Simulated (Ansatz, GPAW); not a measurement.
# An Os chain with two Sn atoms in line: transmission at several levels, part 2 of 3

How well does an Os chain with two Sn atoms in line conduct at low bias, and how far do basis and functional move the answer?

GPAW 26.7.0 and Ansatz 0.2.0; Ansatz plane waves; Landauer transmission by layers, zero bias (the session's first sound run).

So far, transmission at the Fermi level (one spin): step 2 (plane-wave reference (PBE)) 2.71.

## Step 3: GPAW, dzp

Localised orbitals split the wire into layers that couple to their neighbours alone, which is what the Green's function method needs; double zeta with polarisation is the usual level for numbers.

This step: GPAW LCAO, PAW setups; Landauer transmission from Green's functions with principal layers (ASE), zero bias (GPAW 26.7.0).

run.py reads:

```python
import json
import numpy as np
from ase import Atoms
from ase.transport.calculators import TransportCalculator
from gpaw import GPAW, FermiDirac
from gpaw.lcao.tools import get_lcao_hamiltonian
from scipy.linalg import eigh

# The junction with lead layers at both ends, along the third cell vector
device = Atoms(
    ['Os', 'Os', 'Os', 'Os', 'Os', 'Os', 'Os', 'Sn', 'Sn', 'Os', 'Os', 'Os', 'Os', 'Os', 'Os', 'Os'],
    positions=[
        [4.50000, 4.50000, 1.14000],
        [4.50000, 4.50000, 3.42000],
        [4.50000, 4.50000, 5.70000],
        [4.50000, 4.50000, 7.98000],
        [4.50000, 4.50000, 10.26000],
        [4.50000, 4.50000, 12.54000],
        [4.50000, 4.50000, 14.82000],
        [4.50000, 4.50000, 17.31340],
        [4.50000, 4.50000, 20.06340],
        [4.50000, 4.50000, 22.55680],
        [4.50000, 4.50000, 24.83680],
        [4.50000, 4.50000, 27.11680],
        [4.50000, 4.50000, 29.39680],
        [4.50000, 4.50000, 31.67680],
        [4.50000, 4.50000, 33.95680],
        [4.50000, 4.50000, 36.23680]],
    cell=[[9.0, 0.0, 0.0], [0.0, 9.0, 0.0], [0.0, 0.0, 37.3768]],
    pbc=True)

# One principal layer of the lead: the first 5 atoms of the device
lead = Atoms(
    ['Os', 'Os', 'Os', 'Os', 'Os'],
    positions=[
        [4.50000, 4.50000, 1.14000],
        [4.50000, 4.50000, 3.42000],
        [4.50000, 4.50000, 5.70000],
        [4.50000, 4.50000, 7.98000],
        [4.50000, 4.50000, 10.26000]],
    cell=[[9.0, 0.0, 0.0], [0.0, 9.0, 0.0], [0.0, 0.0, 11.4]],
    pbc=True)

settings = dict(mode='lcao', basis='dzp', xc='PBE', h=0.2,
                occupations=FermiDirac(0.1), maxiter=250,
                mixer=dict(beta=0.1, nmaxold=8, weight=100.0),
                convergence=dict(density=0.0001))
energies = np.arange(-2, 2 + 1e-9, 0.05)
eta = 0.0001
n1, n2 = 1, 1
# k and -k transmit alike, so half of the mesh across the current serves
mesh = [(i, j) for i in range(n1) for j in range(n2) if (i, j) <= (-i % n1, -j % n2)]
weights = np.array([1 if (i, j) == (-i % n1, -j % n2) else 2 for i, j in mesh]) / (n1 * n2)

# [... helper functions left out ...]
fermi_lead = ground_state(lead, (1, 1, 10), 'lead.txt')
fermi_device = ground_state(device, (1, 1, 2), 'device.txt')
# [... loop over the mesh left out, but for ...]
        # Shift the lead onto the potential of the device's first layer
        shift = ((H[:, 0, 0] - H0[:, 0, 0]) / S0[0, 0]).real.mean()
# [...]
kT = 8.617333e-5 * 200
bias = [0.1, 0.2, 0.5, 1.0, 1.5, 2.0]
# [... integrals and printing left out ...]
```

Run with:

```console
$ OMP_NUM_THREADS=1 OPENBLAS_NUM_THREADS=2 python run.py
```

The program printed:

```text
basis functions: device 424, principal layer 135
Fermi level: lead -3.4536 eV, device -3.3579 eV; lead shifted by -0.0029 eV
largest coupling past the next layer 1.09e-06 eV, largest misfit of the first layer 0.099 eV
  E-E_F (eV)   T (one spin)  [channel counts left out]
    -2.000    9.6001e-01
    -1.950    9.5543e-01
    -1.900    9.5110e-01
    -1.850    9.4699e-01
    -1.800    9.4309e-01
    -1.750    9.3915e-01
    -1.700    9.3550e-01
    -1.650    9.3205e-01
    -1.600    9.2900e-01
    -1.550    9.2658e-01
    -1.500    9.2507e-01
    -1.450    9.2482e-01
    -1.400    9.2612e-01
    -1.350    9.2966e-01
    -1.300    9.3565e-01
    -1.250    9.4464e-01
[...]
1.650    2.5524e+00
     1.700    2.4876e+00
     1.750    2.4145e+00
     1.800    2.3336e+00
     1.850    2.2456e+00
     1.900    2.1511e+00
     1.950    2.0503e+00
     2.000    1.9436e+00
conductance at 200 K: 2.7141 G0 a cell; thermopower -0.838 uV/K
current from the zero-bias T(E) at 0.1 V: 21.015 uA
current from the zero-bias T(E) at 0.2 V: 41.95 uA
current from the zero-bias T(E) at 0.5 V: 103.48 uA
current from the zero-bias T(E) at 1.0 V: 198.01 uA
current from the zero-bias T(E) at 1.5 V: 280.63 uA
current from the zero-bias T(E) at 2.0 V: 355.62 uA
```

Wall time 4.1 min (2 threads of Intel Xeon Platinum 8559C (Emerald Rapids), shared host); peak memory 1.4 GiB.

This step gave:

```
conductance                                    : 2.714 G₀
largest coupling past the next principal layer : 1.09e-6 eV
largest misfit of the first principal layer    : 0.09924 eV
shift that aligns the lead                     : -0.002869 eV
basis functions of the junction                : 424
basis functions of a principal layer           : 135
transmission at the Fermi level (one spin)     : 2.717
```

One spin. Transmission, zone mean against energy, zero at the Fermi level:

```tsv
energy (eV)	transmission, zone mean
-2.000	0.960
-1.800	0.943
-1.600	0.929
-1.400	0.926
-1.200	0.957
-1.000	1.05
-0.800	1.26
-0.600	1.63
-0.400	2.11
-0.200	2.52
0.000	2.72
0.200	2.74
0.400	2.71
0.600	2.68
0.800	2.68
1.000	2.71
1.200	2.76
1.250	2.77
1.400	2.75
1.600	2.61
1.800	2.33
2.000	1.94
```

Not self-consistent under bias; the bias window is split evenly. Table of current through one cell, from the zero-bias transmission by bias:

```tsv
bias (V)	current through one cell, from the zero-bias transmission (μA)
0.100	21.0
0.200	42.0
0.500	103
1.000	198
1.500	281
2.000	356
```

The transmission of the three most open eigenchannels by energy, zero at the Fermi level:

```tsv
energy (eV)	channel 1	channel 2	channel 3
-2.000	0.946	0.00677	0.00677
-1.800	0.919	0.0119	0.0119
-1.600	0.887	0.0212	0.0212
-1.400	0.850	0.0381	0.0381
-1.200	0.817	0.0701	0.0701
-1.000	0.793	0.131	0.131
-0.800	0.775	0.243	0.243
-0.600	0.762	0.432	0.432
-0.400	0.753	0.679	0.679
-0.200	0.887	0.887	0.750
0.000	0.984	0.984	0.750
0.200	0.998	0.998	0.749
0.400	0.984	0.984	0.745
0.600	0.971	0.971	0.742
0.800	0.969	0.969	0.743
1.000	0.981	0.981	0.751
1.200	0.997	0.997	0.768
1.400	0.990	0.990	0.766
1.600	0.926	0.926	0.757
1.800	0.789	0.789	0.755
2.000	0.758	0.593	0.593
```

At the Fermi level T is 2.72 against 2.71 in plane waves. Couplings past the next layer reach 1.1e-6 eV, small enough to drop; the matrix elements of the cell's first layer differ from the bulk lead's by up to 0.099 eV. That layer keeps its own values in the calculation, and only beyond it is the lead taken as perfect. The Fermi levels of lead and junction count from different zeros of potential, one for each periodic cell; with both set to zero, the small remaining shift is what aligns them. Without spin-orbit coupling, which is large for these atoms, channel counts and T are those of the scalar-relativistic bands. By hand: G = 2.714 × 77.48 μS = 210 μS, a resistance of 4.76 kΩ; at 0.1 V a linear junction would pass 21.0 μA, and the integral over the bias window gives 21.0 μA.

## Step 4: GPAW, szp: basis = "szp(dzp)"

One radial function a shell plus polarisation makes the matrices smaller; the question is what that costs.

Edit run.py of step 3 so:

```diff
@@ -43,3 +43,3 @@
 
-settings = dict(mode='lcao', basis='dzp', xc='PBE', h=0.2,
+settings = dict(mode='lcao', basis='szp(dzp)', xc='PBE', h=0.2,
                 occupations=FermiDirac(0.1), maxiter=250,
```

The program printed:

```text
basis functions: device 238, principal layer 75
Fermi level: lead -3.1671 eV, device -3.1593 eV; lead shifted by -0.0026 eV
largest coupling past the next layer 1.09e-06 eV, largest misfit of the first layer 0.104 eV
  E-E_F (eV)   T (one spin)  [channel counts left out]
    -2.000    9.6403e-01
    -1.950    9.5822e-01
    -1.900    9.5241e-01
    -1.850    9.4657e-01
    -1.800    9.4079e-01
    -1.750    9.3516e-01
    -1.700    9.2983e-01
    -1.650    9.2500e-01
    -1.600    9.2092e-01
    -1.550    9.1786e-01
    -1.500    9.1607e-01
    -1.450    9.1592e-01
    -1.400    9.1770e-01
    -1.350    9.2175e-01
    -1.300    9.2843e-01
    -1.250    9.3816e-01
[...]
1.650    2.3424e+00
     1.700    2.2407e+00
     1.750    2.1293e+00
     1.800    2.0089e+00
     1.850    1.8798e+00
     1.900    1.7419e+00
     1.950    1.5948e+00
     2.000    1.4372e+00
conductance at 200 K: 2.7347 G0 a cell; thermopower -0.5556 uV/K
current from the zero-bias T(E) at 0.1 V: 21.176 uA
current from the zero-bias T(E) at 0.2 V: 42.281 uA
current from the zero-bias T(E) at 0.5 V: 104.44 uA
current from the zero-bias T(E) at 1.0 V: 200.22 uA
current from the zero-bias T(E) at 1.5 V: 283.77 uA
current from the zero-bias T(E) at 2.0 V: 359.41 uA
```

Run time: 2.7 min. Hardware: 2 threads; peak memory 1.4 GiB.

Numbers from this step:

- conductance: 2.735 G₀
- largest misfit of the first principal layer: 0.1039 eV
- shift that aligns the lead: -0.002603 eV
- basis functions of the junction: 238
- basis functions of a principal layer: 75
- transmission at the Fermi level (one spin): 2.737

One spin. Table of transmission, zone mean by energy, zero at the Fermi level:

```tsv
energy (eV)	transmission, zone mean
-2.00	0.964
-1.85	0.947
-1.70	0.930
-1.60	0.921
-1.45	0.916
-1.30	0.928
-1.15	0.969
-1.05	1.02
-0.90	1.14
-0.75	1.35
-0.60	1.66
-0.50	1.91
-0.35	2.30
-0.20	2.58
-0.05	2.72
0.00	2.74
0.05	2.75
0.20	2.75
0.35	2.72
0.50	2.70
0.60	2.70
0.75	2.70
0.90	2.73
1.05	2.76
1.15	2.78
1.20	2.79
1.30	2.75
1.45	2.64
1.60	2.43
1.70	2.24
1.85	1.88
2.00	1.44
```

Not self-consistent under bias; the bias window is split evenly. Current through one cell, from the zero-bias transmission against bias:

```tsv
bias (V)	current through one cell, from the zero-bias transmission (μA)
0.100	21.2
0.200	42.3
0.500	104
1.000	200
1.500	284
2.000	359
```

Transmission of the three most open eigenchannels against energy, zero at the Fermi level:

```tsv
energy (eV)	channel 1	channel 2	channel 3
-2.00	0.953	0.00559	0.00559
-1.85	0.929	0.00872	0.00872
-1.70	0.902	0.0137	0.0137
-1.60	0.884	0.0186	0.0186
-1.45	0.856	0.0297	0.0297
-1.30	0.832	0.0480	0.0480
-1.15	0.812	0.0781	0.0781
-1.05	0.801	0.108	0.108
-0.90	0.786	0.178	0.178
-0.75	0.774	0.287	0.287
-0.60	0.765	0.447	0.447
-0.50	0.761	0.576	0.576
-0.35	0.770	0.770	0.758
-0.20	0.912	0.912	0.757
-0.05	0.981	0.981	0.756
0.00	0.991	0.991	0.755
0.05	0.996	0.996	0.755
0.20	0.997	0.997	0.753
0.35	0.987	0.987	0.749
0.50	0.979	0.979	0.747
0.60	0.976	0.976	0.746
0.75	0.978	0.978	0.748
0.90	0.985	0.985	0.755
1.05	0.995	0.995	0.769
1.15	0.999	0.999	0.783
1.30	0.986	0.986	0.782
1.45	0.936	0.936	0.769
1.60	0.836	0.836	0.763
1.70	0.760	0.740	0.740
1.85	0.759	0.560	0.560
2.00	0.762	0.338	0.338
```

The conductance, 2.73 G₀, lies 0.8 % above that of the dzp run.

## Step 5: GPAW, sz: basis = "sz(dzp)"

The minimal basis is the cheapest rung: no second zeta and no polarisation.

Edit run.py of step 4 so:

```diff
@@ -43,3 +43,3 @@
 
-settings = dict(mode='lcao', basis='szp(dzp)', xc='PBE', h=0.2,
+settings = dict(mode='lcao', basis='sz(dzp)', xc='PBE', h=0.2,
                 occupations=FermiDirac(0.1), maxiter=250,
```

The program printed:

```text
basis functions: device 186, principal layer 60
Fermi level: lead -3.2011 eV, device -3.1781 eV; lead shifted by 0.0016 eV
largest coupling past the next layer 1.09e-06 eV, largest misfit of the first layer 0.040 eV
  E-E_F (eV)   T (one spin)  [channel counts left out]
    -2.000    9.3731e-01
    -1.950    9.3140e-01
    -1.900    9.2570e-01
[...]
1.950    1.4789e+00
     2.000    1.3475e+00
conductance at 200 K: 2.7147 G0 a cell; thermopower -0.4542 uV/K
current from the zero-bias T(E) at 0.1 V: 21.025 uA
current from the zero-bias T(E) at 0.2 V: 41.998 uA
current from the zero-bias T(E) at 0.5 V: 104.07 uA
current from the zero-bias T(E) at 1.0 V: 201.47 uA
current from the zero-bias T(E) at 1.5 V: 287.95 uA
current from the zero-bias T(E) at 2.0 V: 365.62 uA
```

Elapsed: 2.2 min, on 2 threads; peak memory 1.3 GiB.

This step gave:

```yaml
conductance: 2.715 G₀
largest_misfit_of_the_first_principal_layer: 0.04012 eV
shift_that_aligns_the_lead: 0.001605 eV
basis_functions_of_the_junction: 186
basis_functions_of_a_principal_layer: 60
transmission_at_the_fermi_level_one_spin: 2.717
```

The conductance equals that of the dzp run to 0.2 %.

## Step 6: LDA in the dzp basis: xc = "LDA"

Back in the dzp basis, the functional changes from PBE to LDA, to set the spread between functionals beside that between bases.

Edit run.py of step 5 so:

```diff
@@ -43,3 +43,3 @@
 
-settings = dict(mode='lcao', basis='sz(dzp)', xc='PBE', h=0.2,
+settings = dict(mode='lcao', basis='dzp', xc='LDA', h=0.2,
                 occupations=FermiDirac(0.1), maxiter=250,
```

The program printed:

```text
basis functions: device 424, principal layer 135
Fermi level: lead -3.7306 eV, device -3.6315 eV; lead shifted by -0.0029 eV
largest coupling past the next layer 1.07e-06 eV, largest misfit of the first layer 0.097 eV
  E-E_F (eV)   T (one spin)  [channel counts left out]
    -2.000    9.6473e-01
    -1.950    9.6054e-01
    -1.900    9.5655e-01
[...]
1.950    2.1049e+00
     2.000    2.0064e+00
conductance at 200 K: 2.7308 G0 a cell; thermopower -0.8751 uV/K
current from the zero-bias T(E) at 0.1 V: 21.144 uA
current from the zero-bias T(E) at 0.2 V: 42.204 uA
current from the zero-bias T(E) at 0.5 V: 104.07 uA
current from the zero-bias T(E) at 1.0 V: 198.91 uA
current from the zero-bias T(E) at 1.5 V: 281.79 uA
current from the zero-bias T(E) at 2.0 V: 357.17 uA
```

The job ended after 3.1 min (2 threads; peak memory 1.4 GiB).

This step gave:

```yaml
conductance: 2.731 G₀
largest_coupling_past_the_next_principal_layer: 1.07e-6 eV
largest_misfit_of_the_first_principal_layer: 0.09721 eV
shift_that_aligns_the_lead: -0.002872 eV
basis_functions_of_the_junction: 424
basis_functions_of_a_principal_layer: 135
transmission_at_the_fermi_level_one_spin: 2.734
```

One spin. Transmission, zone mean against energy, zero at the Fermi level:

```tsv
energy (eV)	transmission, zone mean
-2.000	0.965
-1.800	0.948
-1.600	0.936
-1.400	0.934
-1.200	0.965
-1.000	1.06
-0.800	1.26
-0.600	1.61
-0.400	2.10
-0.200	2.53
0.000	2.73
0.200	2.77
0.400	2.73
0.600	2.71
0.800	2.70
1.000	2.73
1.200	2.78
1.250	2.79
1.400	2.76
1.600	2.63
1.800	2.37
2.000	2.01
```

The conductance, 2.73 G₀, lies 0.6 % above that of the dzp run.

## Step 7: All levels side by side

Times are for 2 threads of Intel Xeon Platinum 8559C (Emerald Rapids), shared host. Results by setting:

```tsv
no.	run	conductance (G₀)	time	memory (GiB)
1	dzp	2.714	4.1 min	1.4
2	szp	2.735	2.7 min	1.4
3	sz	2.715	2.2 min	1.3
4	dzp LDA	2.731	3.1 min	1.4
```

## Step 8: Comparison

The curves are compared point by point over the common energies.

This step: comparison of transmission and cost over codes and levels (GPAW 26.7.0).

Ladder, by row:

```tsv
step	code	T at the Fermi level (sum over the listed spins)	conductance (G0)	r.m.s. T(E) from the first	wall time (s)	peak memory (GiB)	threads
pw-pbe	Ansatz	2.713	-	0	1819	3.568	2
dzp	GPAW	2.717	2.714	0.09622	244.8	1.44	2
szp	GPAW	2.737	2.735	0.2166	161.8	1.38	2
sz	GPAW	2.717	2.715	0.2783	130.3	1.32	2
dzp-LDA	GPAW	2.734	2.731	0.08421	183.8	1.45	2
```

Transmission, zone mean, sum over the listed spins against energy, zero at the Fermi level:

```tsv
energy (eV)	pw-pbe	dzp	szp	sz	dzp-LDA
-2.00	0.971	0.960	0.964	0.937	0.965
-1.85	0.957	0.947	0.947	0.920	0.953
-1.70	0.950	0.936	0.930	0.907	0.942
-1.50	0.945	0.925	0.916	0.904	0.933
-1.35	0.946	0.930	0.922	0.926	0.938
-1.20	0.964	0.957	0.951	0.978	0.965
-1.05	1.02	1.02	1.02	1.08	1.03
-0.90	1.12	1.14	1.14	1.24	1.14
-0.70	1.38	1.42	1.44	1.58	1.41
-0.55	1.69	1.74	1.78	1.93	1.73
-0.40	2.06	2.11	2.18	2.28	2.10
-0.25	2.40	2.44	2.50	2.54	2.44
-0.10	2.63	2.65	2.69	2.68	2.66
0.00	2.71	2.72	2.74	2.72	2.73
0.10	2.75	2.74	2.75	2.73	2.76
0.25	2.75	2.74	2.74	2.73	2.76
0.40	2.72	2.71	2.72	2.71	2.73
0.55	2.68	2.69	2.70	2.71	2.71
0.70	2.66	2.68	2.70	2.71	2.70
0.90	2.67	2.69	2.73	2.73	2.71
1.05	2.70	2.73	2.76	2.74	2.74
1.20	2.74	2.76	2.79	2.74	2.78
1.35	2.79	2.76	2.73	2.63	2.78
1.40	2.79	2.75	2.69	2.57	2.76
1.50	2.78	2.69	2.58	2.44	2.71
1.70	2.69	2.49	2.24	2.07	2.51
1.85	2.54	2.25	1.88	1.73	2.29
2.00	2.33	1.94	1.44	1.35	2.01
```

## Step 9: Broadening 1e-05: eta = 1e-05

The broadening keeps the Green's functions finite; too large a value absorbs electrons where channels are open and leaks them where none are.

This step: GPAW LCAO, PAW setups; Landauer transmission from Green's functions with principal layers (ASE), zero bias (GPAW 26.7.0).

Edit run.py of step 6 so:

```diff
@@ -43,3 +43,3 @@
 
-settings = dict(mode='lcao', basis='dzp', xc='LDA', h=0.2,
+settings = dict(mode='lcao', basis='dzp', xc='PBE', h=0.2,
                 occupations=FermiDirac(0.1), maxiter=250,
@@ -48,3 +48,3 @@
 energies = np.arange(-2, 2 + 1e-9, 0.05)
-eta = 0.0001
+eta = 1e-05
 n1, n2 = 1, 1
```

The program printed:

```text
basis functions: device 424, principal layer 135
Fermi level: lead -3.4536 eV, device -3.3579 eV; lead shifted by -0.0029 eV
largest coupling past the next layer 1.09e-06 eV, largest misfit of the first layer 0.099 eV
  E-E_F (eV)   T (one spin)  [channel counts left out]
    -2.000    9.6078e-01
    -1.950    9.5617e-01
    -1.900    9.5181e-01
    -1.850    9.4769e-01
    -1.800    9.4377e-01
    -1.750    9.3982e-01
    -1.700    9.3616e-01
    -1.650    9.3271e-01
    -1.600    9.2965e-01
    -1.550    9.2722e-01
    -1.500    9.2571e-01
    -1.450    9.2547e-01
    -1.400    9.2677e-01
    -1.350    9.3032e-01
    -1.300    9.3631e-01
    -1.250    9.4532e-01
[...]
1.650    2.5550e+00
     1.700    2.4901e+00
     1.750    2.4169e+00
     1.800    2.3360e+00
     1.850    2.2479e+00
     1.900    2.1532e+00
     1.950    2.0524e+00
     2.000    1.9455e+00
conductance at 200 K: 2.7168 G0 a cell; thermopower -0.8372 uV/K
current from the zero-bias T(E) at 0.1 V: 21.036 uA
current from the zero-bias T(E) at 0.2 V: 41.991 uA
current from the zero-bias T(E) at 0.5 V: 103.58 uA
current from the zero-bias T(E) at 1.0 V: 198.2 uA
current from the zero-bias T(E) at 1.5 V: 280.9 uA
current from the zero-bias T(E) at 2.0 V: 355.95 uA
```

Elapsed: 4.1 min, on 2 threads; peak memory 1.4 GiB.

This step gave:

```yaml
conductance: 2.717 G₀
largest_coupling_past_the_next_principal_layer: 1.09e-6 eV
largest_misfit_of_the_first_principal_layer: 0.09924 eV
shift_that_aligns_the_lead: -0.002869 eV
transmission_at_the_fermi_level_one_spin: 2.720
```

One spin. Transmission, zone mean against energy, zero at the Fermi level:

energy (eV), transmission, zone mean and a bar from the least value:
```
    -2.00       0.96 #
    -1.85       0.95 
    -1.70       0.94 
    -1.60       0.93 
    -1.45       0.93 
    -1.30       0.94 
    -1.15       0.97 #
    -1.05       1.02 ##
    -0.90       1.14 ####
    -0.75       1.34 #######
    -0.60       1.63 ###########
    -0.50       1.86 ###############
    -0.35       2.23 #####################
    -0.20       2.53 ##########################
    -0.05       2.69 #############################
     0.00       2.72 #############################
     0.05       2.74 #############################
     0.20       2.75 ##############################
     0.35       2.73 #############################
     0.50       2.70 #############################
     0.60       2.69 #############################
     0.75       2.68 ############################
     0.90       2.70 #############################
     1.05       2.73 #############################
     1.15       2.75 ##############################
     1.25       2.78 ##############################
     1.30       2.78 ##############################
     1.45       2.73 #############################
     1.60       2.61 ###########################
     1.70       2.49 #########################
     1.85       2.25 #####################
     2.00       1.95 #################
```

Not self-consistent under bias; the bias window is split evenly. Current through one cell, from the zero-bias transmission against bias:

```tsv
bias (V)	current through one cell, from the zero-bias transmission (μA)
0.100	21.0
0.200	42.0
0.500	104
1.000	198
1.500	281
2.000	356
```

(Part 2 of 3 ends here.)

[Logs are printed without paths, hosts, clocks, repeated set-up lines and the standing remarks that a program may print on its own settings, such as how far it seeks lower states.]

[Hosts, paths, dates, database ids (printed as entryN), source tags and the programs' standing remarks are cut or masked in the printed files.]
